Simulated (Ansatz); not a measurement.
Ru under changes of volume

One of the cells (13.575 Å³/atom); the others are scaled copies at fixed shape and fractional positions:

```
Ru
1.0
     2.70580    0.00000    0.00000
    -1.35290    2.34329    0.00000
     0.00000    0.00000    4.28190
Ru
2
Cartesian
  1.3529 0.7811 3.2114
  0.0000 1.5622 1.0705
```

```yaml
Program: Ansatz 0.2.0
Functional: PBE
Potentials_or_basis: PseudoDojo stringent (PBE files)
Cutoff: 1143 eV
Density_cutoff: 4572 eV
k_mesh: 11 × 11 × 6
Occupations: fermi-dirac, width 0.05 eV
Spin: no spin polarisation
```

```csv
volume (Å³/atom),energy over the lowest point (meV/atom),pressure (GPa)
12.760,86.04,29.1
13.032,44.53,20.2
13.303,17.36,12.2
13.575,2.98,5.1
13.846,0.00,-1.3
14.118,?,?
14.389,23.42,-12.0
```

Task: What does the run at 14.118 Å³/atom give?

Result: Energy over the lowest point 7.18 meV/atom; pressure -6.9 GPa.

Worked out: A Birch-Murnaghan fit of order 3 (a polynomial in V^(-2/3)) to the other rows has its minimum at 13.79 Å³/atom with B0 = V·E''(V) = 312 GPa and B' = 4.8 at fixed shape and positions, which overstates the stiffness. It gives 7.19 meV/atom at 14.118 Å³/atom, against the run's 7.18, and -dE/dV = -7.0 GPa, against -6.9.

Energies are extrapolated to zero smearing.
